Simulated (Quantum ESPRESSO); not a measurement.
Runs of Quantum ESPRESSO 7.5 on BeTe. The structure is cubic, space group F-43m (No. 216). The conventional cell has a = 5.540 Å, b = 5.540 Å, c = 5.540 Å, α = 90.00°, β = 90.00°, γ = 90.00°. Around Te (site symmetry -43m) lie 4 Be at 2.40 Å. Be (site symmetry -43m) is surrounded by 4 Te at 2.40 Å. 

```csv
task,level,potentials or basis,spin,k mesh,cutoff (eV),symmetry,SCF threshold,form of the LDA correlation,gap on the mesh (eV),pressure (GPa)
band structure,TPSS,SG15 PBE 1.2,off,6 × 6 × 6,952,off,1e-08 Ry,-,1.99,5.0
band structure,BLYP,SG15 PBE 1.2,off,8 × 8 × 8,952,-,4e-10 Ry,-,(b),7.0
band structure,RPBE,SG15 PBE 1.2,off,8 × 8 × 8,952,-,4e-10 Ry,-,1.94,(c)
band structure,SCAN,SG15 PBE 1.2,off,6 × 6 × 6,952,off,1e-08 Ry,-,2.31,1.7
band structure,r2SCAN,SG15 PBE 1.2,off,6 × 6 × 6,952,off,1e-08 Ry,-,2.37,3.4
band structure,PBEsol,SG15 PBE 1.2,off,8 × 8 × 8,952,-,4e-10 Ry,-,1.77,2.0
band structure,LDA,SG15 PBE 1.2,off,8 × 8 × 8,952,-,4e-10 Ry,PZ81,(a),-0.3
```

Alike in all rows: cell as given; smearing fermi-dirac 0.05 eV.

Task: Fill in the values left out.

Result: (a) 1.81; (b) 2.15; (c) 6.5.

Caveats: the potentials were made for another functional, which shifts forces and pressure; spin-orbit coupling is left out, which moves the levels of the heavy elements.

A k mesh can miss the band edges, and the runs leave out spin-orbit coupling on Te.

Runs at the PBE level aren't shown here.
